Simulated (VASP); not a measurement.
C, 8 atoms in the cell. The structure is hexagonal, space group P6_3/mmc (No. 194). The conventional cell has a = 2.522 Å, b = 2.522 Å, c = 8.237 Å, α = 90.00°, β = 90.00°, γ = 120.00°. Around C (site symmetry 3m) lie 4 C at 1.54 Å. Around C (site symmetry 3m) lie 4 C at 1.54 Å. This is a hexagonal form of diamond, not graphite.

* Program: VASP 6.6.1
* Task: band structure
* Functional: PBE
* Potentials or basis: VASP PAW PBE potentials, release 64 (C_h)
* Cutoff: 900 eV
* k mesh: 12 × 12 × 4
* Occupations: fermi-dirac, width 0.05 eV
* Spin: no spin polarisation
* Further INCAR settings: ALGO = Fast; EDIFF = 1e-06

Potentials or basis: VASP PAW PBE potentials, release 64 (C_h).

The run is started by

```bash
$ cat potpaw_PBE.64/C_h/POTCAR > POTCAR
$ mpirun -np 1 vasp_std > vasp.out
```

Hardware: 1 thread of Intel(R) Xeon(R) Platinum 8488C (Sapphire Rapids) (shared host).

How long does it take, and how much memory?

Wall time 6 min on 1 thread of Intel(R) Xeon(R) Platinum 8488C (Sapphire Rapids) (shared host), peak memory 0.33 GiB. Counts: scf iterations 41, k points 57.
